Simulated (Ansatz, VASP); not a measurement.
**Two plane-wave programs on GaN**

```
CELL_PARAMETERS angstrom
3.18000 0.00000 0.00000
-1.59000 2.75396 0.00000
0.00000 0.00000 5.16600
ATOMIC_POSITIONS crystal
Ga 0.33333 0.66667 0.99894
Ga 0.66667 0.33333 0.49894
N 0.33333 0.66667 0.37606
N 0.66667 0.33333 0.87606
```

Alike in both runs: functional PBE; k mesh 10 × 10 × 6; occupations gaussian, width 0.05 eV; no spin polarisation.

Ansatz relaxed the structure, and its values are those at the end. VASP's run is a single point on that final structure, the one shown.

|  | VASP | Ansatz |
| --- | --- | --- |
| version | VASP 6.6.1 | Ansatz 0.2.0 |
| potentials or method | VASP PAW PBE potentials, release 64 (Ga_d, N) | scalar-relativistic, plane waves, PAW |
| plane-wave cutoff (eV) | 520 | 420 |
| valence electrons in the cell | 36 | 36 |

```csv
,VASP,Ansatz,Ansatz less VASP
gap on the k mesh at the Fermi level (eV),1.99,1.98,-0.008
least direct gap on the mesh (eV),1.99,1.98,-0.008
pressure (GPa),7.4,7.3,-0.06
```

Ansatz warned: «stress_scf_threshold_loose».
